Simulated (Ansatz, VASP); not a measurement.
Ca: VASP beside Ansatz

INCAR

```
ALGO     = Normal         # electronic algorithm
EDIFF    = 1E-6           # SCF threshold, eV
ENCUT    = 520            # plane-wave cutoff, eV
GGA      = PE             # functional
ISIF     = 2              # what is computed and relaxed
ISMEAR   = -1             # smearing method
LASPH    = True           # aspherical terms in the spheres
LCHARG   = False          # write CHGCAR
LREAL    = False          # projectors in reciprocal space
LWAVE    = False          # write WAVECAR
NBANDS   = 28             # bands
NELM     = 100            # most SCF steps
PREC     = Accurate       # precision mode
SIGMA    = 0.05           # smearing width, eV
```

File KPOINTS:

```
k-points
0
Gamma
  8 8 5
```

File POSCAR:

```
Ca
1.0
    3.2605325515      0.0000000000      0.0000000000
   -1.6302662758      2.8237040195      0.0000000000
    0.0000000000      0.0000000000     10.7396643494
Ca
4
Direct
    0.0000000000      0.0000000000      0.0000000000
    0.0000000000      0.0000000000      0.5000000000
    0.3333333333      0.6666666667      0.2500000000
    0.6666666667      0.3333333333      0.7500000000
```

Input for Ansatz:

```yaml
crystal:
  lattice:
    - [3.2605325515, 0.0, 0.0]
    - [-1.6302662758, 2.8237040195, 0.0]
    - [0.0, 0.0, 10.7396643494]
  atoms:
    - { symbol: Ca, position: [0.0, 0.0, 0.0] }
    - { symbol: Ca, position: [0.0, 0.0, 0.5] }
    - { symbol: Ca, position: [0.3333333333, 0.6666666667, 0.25] }
    - { symbol: Ca, position: [0.6666666667, 0.3333333333, 0.75] }
kpoints:
  mp_grid: { grid: [8, 8, 5] }
scf:
  occupations: { method: fermi_dirac, width: 0.05 }
hamiltonian:
  xc: pbe
  pseudopotentials: { kind: all_electron, lapw: { basis_error: 0.0005 } }
output:
  forces: true
  stress: true
  eigenvalues: true
  populations: true
```

Alike in both runs: task single point; functional PBE; k mesh 8 × 8 × 5; occupations fermi-dirac, width 0.05 eV; no spin polarisation.

|  | VASP | Ansatz |
| --- | --- | --- |
| version | VASP 6.6.1 | Ansatz 0.2.0 |
| potentials or method | VASP PAW PBE potentials, release 64 (Ca_sv) | all-electron LAPW, scalar-relativistic |
| plane-wave cutoff (eV) | 520 | see its input |

```csv
,VASP,Ansatz,Ansatz less VASP
pressure (GPa),21.0,21.0,-0.04
```

Ansatz ran all-electron here, so the differences hold the error of VASP's frozen core and of both bases.

Caveats: so large a pressure means that the cell lies far from this level's equilibrium, or that cutoff or potentials fall short (VASP).
